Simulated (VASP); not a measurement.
The system is Be2C.

```
C Be
1.0
     0.00000    2.16500    2.16500
     2.16500    0.00000    2.16500
     2.16500    2.16500    0.00000
C Be
1 2
Direct
  0.00000 0.00000 0.00000
  0.75000 0.75000 0.75000
  0.25000 0.25000 0.25000
```

Base run:

| Property | Result |
| --- | --- |
| Program | VASP 6.6.1 |
| Functional | PBE |
| Potentials or basis | VASP PAW PBE potentials, release 64 (C, Be) |
| Cutoff | 520 eV |
| k mesh | 12 × 12 × 12 |
| Occupations | gaussian, width 0.02 eV |
| Spin | no spin polarisation |

Its results: band gap on the k mesh 1.16 eV, indirect (least direct gap 4.13 eV); pressure 0.2 GPa.

Task: The run is repeated on the same cell with these changes: functional from PBE to PBEsol. What comes out?

Result: Band gap on the k mesh 1.06 eV, indirect (least direct gap 4.08 eV); pressure -2.0 GPa.

PBEsol binds more tightly than PBE, so the same cell stands under less pressure.

Caveats: the PAW data sets were made with another functional, which shifts forces and pressure a little (some runs).
